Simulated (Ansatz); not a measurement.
**MnO: computed properties**

All numbers below come from DFT r2SCAN, scalar-relativistic, plane waves, PAW in Ansatz.

Plane waves to 500 eV, a k mesh through Γ of 15×15×8 on the computed 4-atom cell and Gaussian smearing (0.10 eV); collinear spin from starting moments 4.46 4.46 0.23 0.23 μB.

The structure is relaxed at this level of theory with its symmetry kept. This wurtzite form isn't the usual stable structure of the compound.

Space group P6_3mc (No. 186). a = 3.426 Å, b = 3.426 Å, c = 5.323 Å, α = 90.00°, β = 90.00°, γ = 120.00°
```csv
atom,site,symmetry,x,y,z
Mn,2b,3m.,0.3333,0.6667,0.9975
O,2b,3m.,0.3333,0.6667,0.3889
```

| Property | Result |
| --- | --- |
| Space group | P6_3mc (No. 186) |
| Volume per atom | 13.53 Å³ |
| Formation energy from the elements' standard states (uncorrected) | -1.846 eV/atom |
| Generalised Kohn–Sham band gap | none (metal) |
| Density of states at the Fermi level | 0.11 states/eV per cell (so small that it hangs on the mesh: a semimetal, or crossings between mesh points) |
| Löwdin character within 0.5 eV of the Fermi level | Mn 3d 46 %, O 2p 43 %, Mn 4s 8 % |
| Bader charges (e) | Mn (2 in the cell) 1.43, O (2 in the cell) -1.43 |
| Total moment | 10.00 μB per cell |
| Site moments (μB; atoms counted from 1 over the whole cell) | Mn (atom 1) 4.05, Mn (atom 2) 4.05, O (atom 3) 0.21, O (atom 4) 0.21 |

The state reached may not be the lowest one. The run saw a state lower than the one given here. Moments started parallel, and an antiferromagnetic order may lie lower.

Only this magnetic start was tried.

Cost: 1 run of about 5.1 core-minutes, on Arm Neoverse V1 (shared hosts).